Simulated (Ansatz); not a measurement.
## PbS under strains and displacements

These are results of Ansatz, DFT PBEsol, scalar-relativistic, plane waves, PAW, not measurements.

Settings: cutoff 420 eV, Γ-centred mesh 12×12×12 on the computed 2-atom cell, Gaussian smearing of 0.10 eV; no spin polarisation.

Reference cell:

```
Pb S
1.0
     3.65366    0.00000    0.00000
     0.00000    3.65366    0.00000
     0.00000    0.00000    3.65366
Pb S
1 1
Direct
  0.00000 0.00000 0.00000
  0.50000 0.50000 0.50000
```

Each variant moves atoms of this cell by the vectors given, if any (Å), and then applies a symmetric strain (tensor components, Cartesian axes). The reference cell isn't relaxed at this level. Energies are per atom at zero smearing, counted from the lowest variant. Pressure is positive in compression.

1. strain (xx yy zz yz xz xy, %) 0.66 0.66 0.66 0.00 0.00 0.00
2. strain (xx yy zz yz xz xy, %) -1.77 -1.77 -1.77 0.00 0.00 0.00
3. strain (xx yy zz yz xz xy, %) -1.47 -1.47 -1.47 0.00 0.00 0.00
4. strain (xx yy zz yz xz xy, %) -2.66 -2.66 -2.66 0.00 0.00 0.00

```
result  ΔE (meV/atom) P (GPa)
     A            1.9     1.36
     B           27.0    -4.31
     C            0.0    -0.42
     D            0.9    -0.97
```

(1) Which variant gave which result?

Spin–orbit coupling is left out, which can shift energies with elements as heavy as these.

Results:

(1) A is 4, B is 1, C is 2, D is 3. The pressure falls as the cell grows: from the smallest volume to the largest the variants are 4, 2, 3, 1.

This CsCl-type form isn't the usual stable structure of the compound.